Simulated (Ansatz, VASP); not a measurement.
Given: the input of a run of Ansatz 0.2.0 on Pb.

input.yaml

```yaml
crystal:
  lattice:
    - [0.0, 2.4415696833, 2.4415696833]
    - [2.4415696833, 0.0, 2.4415696833]
    - [2.4415696833, 2.4415696833, 0.0]
  atoms:
    - { symbol: Pb, position: [0.0, 0.0, 0.0] }
kpoints:
  mp_grid: { grid: [9, 9, 9] }
scf:
  occupations: { method: gaussian, width: 0.15 }
hamiltonian:
  xc: lda
  pseudopotentials: { kind: all_electron, lapw: { basis_error: 0.001 } }
output:
  forces: true
  stress: true
  eigenvalues: true
```

Potentials or basis: all-electron LAPW, scalar-relativistic.

Run with:

```console
$ ansatz run input.yaml --threads 1 --pin off --max-ram 2560MiB --backend cpu --events-out ev --progress --plain --runs-dir out
```

Set up the same calculation for VASP 6.6.1. Potentials there: VASP PAW LDA potentials, release 64 (Pb_d).

As run (the cutoff follows the program's own potentials):

INCAR

```
SYSTEM = Pb
PREC = Accurate
ENCUT = 520
EDIFF = 1E-6
ISMEAR = 0
SIGMA = 0.15
LREAL = .FALSE.
LASPH = .TRUE.
NELM = 100
ALGO = Normal
ISIF = 2
LWAVE = .FALSE.
LCHARG = .FALSE.
GGA = CA
NBANDS = 13
```

File KPOINTS:

```
Automatic mesh
0
G
  9 9 9
  0 0 0
```

The input POSCAR:

```
Pb
1.0
    0.0000000000      2.4415696833      2.4415696833
    2.4415696833      0.0000000000      2.4415696833
    2.4415696833      2.4415696833      0.0000000000
Pb
1
Direct
    0.0000000000      0.0000000000      0.0000000000
```

Potentials or basis: VASP PAW LDA potentials, release 64 (Pb_d).

The run is started by

```sh
$ cat potpaw_LDA.64/Pb_d/POTCAR > POTCAR
$ mpirun -np 1 vasp_std > vasp.out
```

Both were run:

|  | VASP | Ansatz | Ansatz less VASP |
| --- | --- | --- | --- |
| gap on the k mesh at the Fermi level (eV) | none | none | - |
| pressure (GPa) | -0.2 | -0.2 | -0.05 |

A gap of «none» marks a metal or a gap that the smearing closes. Ansatz ran all-electron here, so the differences hold the error of VASP's frozen core and of both bases.

The runs have no spin-orbit coupling, so splittings on Pb are missing.
